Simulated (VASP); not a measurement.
Here is a VASP 6.6.1 calculation.

INCAR

```
SYSTEM = GaN
PREC = Accurate
ENCUT = 520
EDIFF = 1E-6
ISMEAR = 0
SIGMA = 0.1
LREAL = .False.
LASPH = .True.
NELM = 60
ALGO = Normal
ISIF = 2
LWAVE = .False.
LCHARG = .False.
GGA = PE
NBANDS = 26
```

Contents of KPOINTS:

```
regular mesh
0
Gamma
  6 6 4
  0 0 0
```

Contents of POSCAR:

```
GaN
1.0
    3.3654121600      0.0000000000      0.0000000000
   -1.6827060800      2.9145324300      0.0000000000
    0.0000000000      0.0000000000      4.8154844600
Ga N
2 2
Direct
    0.3333333300      0.6666666700      0.7125336400
    0.6666666700      0.3333333300      0.2874663600
    0.3333333300      0.6666666700      0.1415886000
    0.6666666700      0.3333333300      0.8584114000
```

Potentials or basis: VASP PAW PBE potentials, release 64 (Ga_d, N).

Command:

```bash
$ cat potpaw_PBE.64/Ga_d/POTCAR potpaw_PBE.64/N/POTCAR > POTCAR
$ mpirun -np 1 vasp_std > vasp.out
```

Problem. Estimate the largest force.

Solution. 5.919 eV/Å.

Problem. Predict the band gap on the k mesh.

Solution. None (metal or under the smearing width).

Problem. Predict the pressure.

Solution. 4.7 GPa.

Stress tensor (GPa, compression positive):
```
2.23 0.00 0.00
0.00 2.23 0.00
0.00 0.00 9.78
```

Caveat: forces of over 1 eV/Å show positions far from the minimum, so gaps and moduli don't describe the material at rest.
